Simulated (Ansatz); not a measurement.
# FeO (R-3m) in Ansatz: single point with PBE

Aim: the single point of FeO with PBE.

All numbers are computed with Ansatz 0.2.0; they aren't measurements. Logs are shortened: lines on timing, memory, paths and dates and some standing lists are left out, and cuts for length are marked.

### Step 1. The cell of the first run

Symmetry: R-3m, No. 166, trigonal system. Conventional cell: a = 3.035 Å, b = 3.035 Å, c = 7.547 Å, α = 90.00°, β = 90.00°, γ = 120.00°. Fe (site symmetry -3m) is surrounded by 6 O at 2.16 Å. Around O (site symmetry -3m) lie 6 Fe at 2.16 Å.

### Step 2. Single point, PBE, collinear spin, antiferromagnetic start (another cell of the same crystal, with 4 atoms)

Input file input.yaml:

```yaml
crystal:
  lattice:
    - [-1.51768211, -0.87623417, 5.03158916]
    - [1.51768211, -0.87623417, 5.03158916]
    - [0.0, 1.75246836, 5.03158916]
  atoms:
    - { symbol: Fe, position: [0.0, 0.0, 0.0], spin: 3.0 }
    - { symbol: Fe, position: [0.5, 0.5, 0.5], spin: -3.0 }
    - { symbol: O, position: [0.25, 0.25, 0.25] }
    - { symbol: O, position: [0.75, 0.75, 0.75] }
hamiltonian:
  xc: pbe
  pseudopotentials: { kind: paw }
magnetization:
  spin_polarized: true
kpoints:
  mp_grid: { grid: [7, 7, 7] }
scf:
  occupations: { method: gaussian, width: 0.05 }
output:
  forces: true
  stress: true
  eigenvalues: true
```

Potentials or basis: Ansatz PAW.

Launch:

```bash
$ ansatz run input.yaml --threads 2 --pin off --max-ram 5632MiB --backend cpu --events-out ev --progress --plain --runs-dir out
```

Output:

```text
Warning: RAYON_NUM_THREADS=2 ignored (pool sized by the plan → 2); use --threads N
basis.fft_grid_basis auto: the FFT boxes are laid along the combinations [[1, 0, -1], [0, 1, -1], [0, 0, 1]] of the cell's own vectors, 3.035, 3.035 and 5.328 Å long. The dense box has 24×24×36 points. Along the cell's own vectors, as sized, it would have 36×36×36, 2.25 times as many. Of the 12 symmetry operations that the crystal satisfies within crystal.symmetry.tolerance (time reversal apart; of a slab, those that keep its plane) the dense box along the cell's own vectors carries 12, and the one as laid loses 8 of those. basis.fft_grid_basis: typed keeps the cell's own vectors: state it where this run's energies or levels are differenced outside the engine with another run's, or held beside a run that keeps those vectors.
Engine: ansatz 0.2.0, x86_64-unknown-linux-gnu
Pseudopotentials: kind: paw
Pseudopotential: Fe, paw, valence charge 16, recommended cutoff 420 eV (normal), Fe.paw.azcp
Pseudopotential: O, paw, valence charge 6, recommended cutoff 420 eV (normal), O.paw.azcp
Functional definition: PBE
  parameter kappa = 0.804
  parameter beta = 0.06672455060314922
  exchange = pbe_x(kappa = kappa, mu = beta*pi^2/3)
  correlation = pbe_c(beta = beta)
Crystal: 4 atoms, lattice volume = 40.147 Å³
Basis set: ecut = 420 eV, 791 PW (Γ), FFT grids on a1−a3, a2−a3, a3, exchange–correlation on 48×48×72 points (8 copies of the dense FFT grid, shifted against one another)
Bands: 30, of which v1, the nominal top of the filled ones, is band 22 counted from 1 (21 counted from 0)
Symmetry: 12 space group operations
Space group: R-3m (ITA 166), of the structure as read, at distance tolerance 3.4e-5 Å
Magnetic group: BNS 166.102 (UNI 1332), of the structure as read, at distance tolerance 3.4e-5 Å
k-points: 44 of 343
Non-local potential: Fe, projectors of the file, l = 0: 3, l = 1: 2, l = 2: 3, l = 3: 1
Non-local potential: O, projectors of the file, l = 0: 2, l = 1: 2, l = 2: 1
PAW form: soft (Blöchl's): semilocal exchange-correlation on the pseudo side does not see the compensation charge
PAW one-centre angular grid: Fe, 590 points (default); XC on 64 Gauss nodes
PAW one-centre angular grid: O, 110 points (default); XC on 64 Gauss nodes
Initial density: superposition of atomic densities (chi_scale 0.1, normalization cell, long waves kept (reshape's long-wave potential 0.00 eV rms))
Starting moments: Σ|m| = 6 μB on 2 of 4 sites
Starting magnetic order: antiferromagnet; a translation exchanges its spin sublattices: spin-degenerate at every k-point
Initial wavefunctions: pseudopotential atomic-orbital guess
Functional: x = pbe(κ = 0.804, μ = 0.2195149727645171), c = pbe(β = 0.06672455060314922)
SCF iter   1: F=—  HF=-10093.702492 eV  |F-HF|=—  |Δ(HF+E_count)|=         —  Δρ=1.07e-1 (↑1.07e-1 ↓1.07e-1)  dr2=7.99e0  dr2_m=1.98e0  M=0.000 μB ∫|m|=6.794 μB  β_m=0.30  ethr=3.10e-3  ⟨swp⟩=4.8  Hψ=4553  notcnv=0  defer=2
Mixer restart at iter 1: flushing history
preconditioner: auto → Kerker (q_TF=auto, 2.770 Å⁻¹)  [metal: Δε(μ)=0.026 eV  Ē_g=10.136 eV  σ=0.050 eV  W_gap=0.28  n_scr=16 (ndim 8)  ℏωp=31.0 eV  f_vac=0.000  D(μ)=3.88/eV (n_scr^D=48)]
spin=Collinear: Kerker preconditioning applied to the charge; magnetization (m = ρ↑ − ρ↓) channel mixes plain (no charge-response kernel on spin).
SCF iter   2: F=—  HF=-10093.848667 eV  |F-HF|=—  |Δ(HF+E_count)|=   1.46e-1  Δρ=6.48e-2 (↑6.48e-2 ↓6.48e-2)  dr2=1.33e0  dr2_m=1.19e0  M=0.000 μB ∫|m|=7.035 μB  β_m=0.45  ethr=3.10e-3  ⟨swp⟩=3.0  Hψ=2792  notcnv=0  defer=124
preconditioner: auto → none  [insulator: Δε(μ)=0.057 eV  Ē_g=10.403 eV  σ=0.050 eV  W_gap=0.56  n_scr=16 (ndim 8)  ℏωp=31.0 eV  f_vac=0.000  D(μ)=3.60/eV (n_scr^D=36)  ε∞_Penn≈9.9]
SCF iter   3: F=—  HF=-10094.165756 eV  |F-HF|=—  |Δ(HF+E_count)|=   3.17e-1  Δρ=2.56e-2 (↑2.56e-2 ↓2.56e-2)  dr2=4.78e-1  dr2_m=1.27e-1  M=0.000 μB ∫|m|=7.040 μB  β_m=0.49  ethr=3.03e-3  ⟨swp⟩=2.1  Hψ=1903  notcnv=0  defer=123
SCF iter   4: F=—  HF=-10094.187141 eV  |F-HF|=—  |Δ(HF+E_count)|=   2.14e-2  Δρ=7.98e-3 (↑7.98e-3 ↓7.98e-3)  dr2=4.42e-2  dr2_m=5.36e-3  M=0.000 μB ∫|m|=7.155 μB  β_m=0.48  ethr=1.09e-3  ⟨swp⟩=2.4  Hψ=2015  notcnv=0  defer=123
SCF iter   5: F=—  HF=-10094.191336 eV  |F-HF|=—  |Δ(HF+E_count)|=   4.19e-3  Δρ=3.45e-3 (↑3.45e-3 ↓3.45e-3)  dr2=8.31e-3  dr2_m=5.95e-4  M=0.000 μB ∫|m|=7.149 μB  β_m=0.74  ethr=1.00e-4  ⟨swp⟩=2.2  Hψ=2325  notcnv=0  defer=122
SCF iter   6: F=—  HF=-10094.197619 eV  |F-HF|=—  |Δ(HF+E_count)|=   6.28e-3  Δρ=1.34e-3 (↑1.34e-3 ↓1.34e-3)  dr2=8.54e-4  dr2_m=2.13e-4  M=0.000 μB ∫|m|=7.151 μB  β_m=0.75  ethr=1.89e-5  ⟨swp⟩=2.0  Hψ=2430  notcnv=0  defer=122
SCF iter   7: F=—  HF=-10094.197684 eV  |F-HF|=—  |Δ(HF+E_count)|=         —  Δρ=8.48e-4 (↑8.48e-4 ↓8.48e-4)  dr2=1.59e-4  dr2_m=1.41e-4  M=0.000 μB ∫|m|=7.150 μB  β_m=0.75  ethr=1.94e-6  ⟨swp⟩=2.0  Hψ=2330  notcnv=0  defer=122
Mixer restart at iter 7: flushing history
SCF iter   8: F=—  HF=-10094.197948 eV  |F-HF|=—  |Δ(HF+E_count)|=   2.64e-4  Δρ=7.58e-4 (↑7.58e-4 ↓7.58e-4)  dr2=3.35e-4  dr2_m=7.55e-5  M=0.000 μB ∫|m|=7.153 μB  β_m=0.87  ethr=3.61e-7  ⟨swp⟩=2.2  Hψ=2268  notcnv=0  defer=122
SCF iter   9: F=—  HF=-10094.198343 eV  |F-HF|=—  |Δ(HF+E_count)|=   3.94e-4  Δρ=1.19e-3 (↑1.19e-3 ↓1.19e-3)  dr2=1.55e-3  dr2_m=6.14e-5  M=0.000 μB ∫|m|=7.146 μB  β_m=0.19  ethr=3.61e-7  ⟨swp⟩=2.0  Hψ=2471  notcnv=0  defer=122  recentre
SCF iter  10: F=—  HF=-10094.198025 eV  |F-HF|=—  |Δ(HF+E_count)|=   3.18e-4  Δρ=4.48e-4 (↑4.48e-4 ↓4.48e-4)  dr2=2.92e-5  dr2_m=4.21e-5  M=0.000 μB ∫|m|=7.151 μB  β_m=0.38  ethr=3.61e-7  ⟨swp⟩=2.0  Hψ=2295  notcnv=0  defer=122
SCF iter  11: F=—  HF=-10094.198194 eV  |F-HF|=—  |Δ(HF+E_count)|=   1.69e-4  Δρ=1.09e-4 (↑1.09e-4 ↓1.09e-4)  dr2=1.90e-6  dr2_m=2.49e-6  M=0.000 μB ∫|m|=7.150 μB  β_m=0.57  ethr=6.63e-8  ⟨swp⟩=2.0  Hψ=2313  notcnv=0  defer=122
SCF iter  12: F=—  HF=-10094.198204 eV  |F-HF|=—  |Δ(HF+E_count)|=   1.03e-5  Δρ=1.82e-5 (↑1.82e-5 ↓1.82e-5)  dr2=9.83e-8  dr2_m=5.79e-8  M=0.000 μB ∫|m|=7.150 μB  β_m=0.63  ethr=4.31e-9  ⟨swp⟩=2.0  Hψ=2320  notcnv=0  defer=122
SCF iter  13: F=-10094.198204 eV  HF=-10094.198204 eV  |F-HF|=2.88e-9  |Δ(HF+E_count)|=   7.93e-8  Δρ=4.22e-6 (↑4.22e-6 ↓4.22e-6)  dr2=3.21e-9  dr2_m=3.19e-9  M=0.000 μB ∫|m|=7.150 μB  ethr=2.23e-10  ⟨swp⟩=7.0  Hψ=6231  notcnv=0
SCF 1 converged in 13 iterations: F = -10094.198204 eV  dr2 = 3.21e-9
WARN: an SCF from ferromagnetic starting moments (-3.50, -3.50, 0.00, 0.00 Bohr magnetons, atom by atom) was not made, by what the run has read of turns of its moments that order reads lower: the deck asks for what bars it, or types moments that do (magnetization.spin_polarized, in the input reference, names some of the keys), or the run goes by scf.lower_state_search: light, the default, which as a rule tries one only behind a close that has lost an order of both signs, or on which an open d or half-filled 4f shell of a PAW file has lost a moment that was set nearer to Hund's than to what is left; or, under a Hubbard U, one that names an f shell that the input leaves bare beside given moments, or a larger moment for a shell of low spin that is given one. standard, with a start from the atoms, tries one behind each close (in a relaxation, ahead of its steps or at their end). To set out from that order, type those moments (crystal.atoms[].spin; where shells were raised to Hund's moment, beside crystal.symmetry.detect: false) under scf.lower_state_search: light. The bands of the close that named these starting moments, or of the one ahead of a search that led to it (under cold or Methfessel-Paxton smearing those of the Gaussian ahead of it) read a cost of -90.87 meV for the turn to them, carried on from a small turn (-90.87 by the pairs of d shells alone)
SCF converged after 13 iterations
Magnetization: 0.0000 μB (22.0000 up, 22.0000 down)
Absolute magnetization: 7.1510 μB (∫|ρ↑−ρ↓|, with the PAW one-centre terms)
Spin contamination: 3.6864 ħ² per cell (⟨S²⟩ above its minimum at these occupations)
Per-site moments (μB) at R_I (Å): [(3.294492351725621, 0.8898391749306155), (-3.294492351725621, 0.8898391749306155), (3.219224364964444e-16, 0.8898391749306155), (-3.1535365324740747e-16, 0.8898391749306155)]
Free energy (F): -10094.198204 eV
Harris-Foulkes:  -10094.198204 eV  (|F-HF|=2.88e-9)
Internal energy: -10094.192737 eV  (E = F + TS)
E sigma→0 (E₀):  -10094.195471 eV
Entropy (-TS):   -0.005467 eV (-1.367 meV/atom)
Fermi energy:    14.588049 eV
--- Per-component energies (eV) ---
  E_band       = -531.646232
  E_kinetic    = 1031.339586
  E_local      = -5208.970020  (includes V_loc(G=0)·N_el)
  E_nonlocal   = 558.653742
  E_hartree    = 2126.456371
  E_xc         = -375.895020
  E_vxc        = -482.019158  (∫ρ·V_xc dr)
  E_paw        = -3058.877881  (= ΣΔE_a)
  E_vpaw       = -683.571039  (= ΣTr[D̂ρ^β])
  E_aug_tail   = 0.006639  (compensation charges beyond the density's cutoff)
  E_ewald      = -5166.906153
  E_smearing   = -0.005467  (= −TS)
  E_closure    = -0.000000  (closes the sum)
  Σ components = -10094.198204   (vs F -10094.198204, Δ=0.00e0)
--- Forces (eV/Å), atoms counted from 1 ---
  atom   1  Fe     0.00000000     0.00000000    -0.00000000
  atom   2  Fe     0.00000000     0.00000000     0.00000000
  atom   3  O      0.00000000     0.00000000     0.00000000
  atom   4  O      0.00000000    -0.00000000    -0.00000000
  max |Σ_I F_I| component: 1.31e-28 eV/Å
--- Stress (GPa, compression-positive) ---
       -5.421011       0.000000      -0.000000
        0.000000      -5.421011       0.000000
       -0.000000       0.000000       3.435721
  P = ⅓ Tr σ = -2.4688 GPa (-24.688 kbar)
--- Band table (eV; the first three rows and the last of 88) ---
  k-point 0 ↑: bands = ["-75.0504", "-71.0759", "-41.1805", "-41.0648", "-41.0648", "-37.2361", "-37.2085", "-37.2085", "-6.0414", "-4.8953", "6.0599", "8.5384", "8.5384", "10.7967", "10.8963", "10.8963", "11.3229", "11.3567", "11.3567", "12.4179", "12.4179", "14.4796", "14.4796", "14.7318", "14.9757", "16.5041", "16.5041", "18.8909", "23.2876", "27.6456"]
  k-point 1 ↑: bands = ["-75.0497", "-71.0750", "-41.1793", "-41.0728", "-41.0668", "-37.2345", "-37.2184", "-37.2109", "-5.8593", "-4.8739", "6.3925", "8.3972", "8.5989", "9.4447", "10.2534", "10.3222", "11.2913", "11.6764", "11.7269", "12.5661", "12.8279", "14.3877", "14.6163", "14.7919", "15.8635", "16.4289", "16.4463", "20.0780", "23.1259", "26.1532"]
  k-point 2 ↑: bands = ["-75.0481", "-71.0731", "-41.1766", "-41.0908", "-41.0713", "-37.2408", "-37.2311", "-37.2163", "-5.4213", "-4.8199", "7.1406", "7.7961", "8.0240", "8.7018", "9.3795", "9.7214", "11.1809", "11.8829", "12.0023", "12.8476", "12.9194", "14.1270", "14.9358", "15.0772", "15.8903", "16.3420", "18.4947", "22.0971", "22.8704", "24.0017"]
  k-point 43 ↓: bands = ["-75.0497", "-71.0750", "-41.1792", "-41.0728", "-41.0668", "-37.2348", "-37.2184", "-37.2109", "-5.4384", "-5.3520", "7.5635", "7.7523", "8.8789", "9.2986", "9.3738", "9.8224", "11.3028", "11.6204", "11.9369", "12.6520", "12.9975", "14.3906", "14.6091", "14.7686", "15.6385", "16.3096", "18.4698", "18.5458", "25.1956", "25.7918"]
```

It took 8.4 s on 2 threads of Intel Xeon at 2.70GHz, shared host; peak memory 0.43 GiB.

Results:

```yaml
Free_energy: -10094.1982 eV
Pressure: -2.5 GPa
Band_gap_on_the_k_mesh: none (metal or under the smearing width)
Net_moment: 0.00 μB per cell
Absolute_moment: 7.15 μB per cell
Site_moments: Fe +3.29, -3.29; O +0.00, -0.00 μB
```

Caveat: the magnetic or orbital state may not be the lowest; the pressure holds a Pulay correction of +0.6 GPa for the finite cutoff; semilocal functionals often make such compounds metallic where correlation or magnetic order opens a gap, which also shifts bond lengths.
